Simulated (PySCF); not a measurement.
## C8H6: calculation against experiment

**Experimental background.**

NIST CCCBDB Release 22 (SRD 101), experimental dipoles lists, for the gas: dipole moment 0.656 D.

The results are set against them at the end.

Species: C8H6.
Atom-mapped SMILES: `[CH:1]#[C:2][c:3]1[cH:4][cH:5][cH:6][cH:7][cH:8]1` (hydrogens: H9 on C1; H10 on C4; H11 on C5; H12 on C6; H13 on C7; H14 on C8)

Structure used (B3LYP/def2-SVP), in Å, numbered top down from 1:
```
atom  x, y, z in Å
C1     2.2531    2.0653    1.6799
C2     1.4491    1.3786    1.0826
C3     0.5004    0.5673    0.3784
C4    -0.0278    0.9978   -0.8569
C5    -0.9508    0.2075   -1.5419
C6    -1.3606   -1.0195   -1.0092
C7    -0.8428   -1.4552    0.2153
C8     0.0806   -0.6715    0.9071
H9     2.9639    2.6727    2.2075
H10    0.2947    1.9561   -1.2694
H11   -1.3532    0.5516   -2.4981
H12   -2.0842   -1.6362   -1.5482
H13   -1.1608   -2.4131    0.6347
H14    0.4870   -1.0086    1.8630
```

Runs made with PySCF (gas phase, on this B3LYP/def2-SVP geometry; no spin–orbit coupling):

```csv
level,job,basis functions,wall time
"B3LYP/def2-SVP, grid level 1",geometry optimisation from a GFN2-xTB start,142,18 s
```

Hardware: Arm Neoverse V1, one thread, no GPU, on a shared host.

## Comparison

**Dipole moment.** Measured: 0.656 D (NIST CCCBDB Release 22 (SRD 101), experimental dipoles).

```csv
level,computed (D),computed − measured (D),% (from the printed values)
B3LYP/def2-SVP,0.653,-0.003,0
```

The computed dipoles belong to one fixed geometry; measured ones are averaged over vibrations unless marked μe. Magnitudes are compared, not signs.

No measured geometry was used, and the causes of the misses weren't examined.
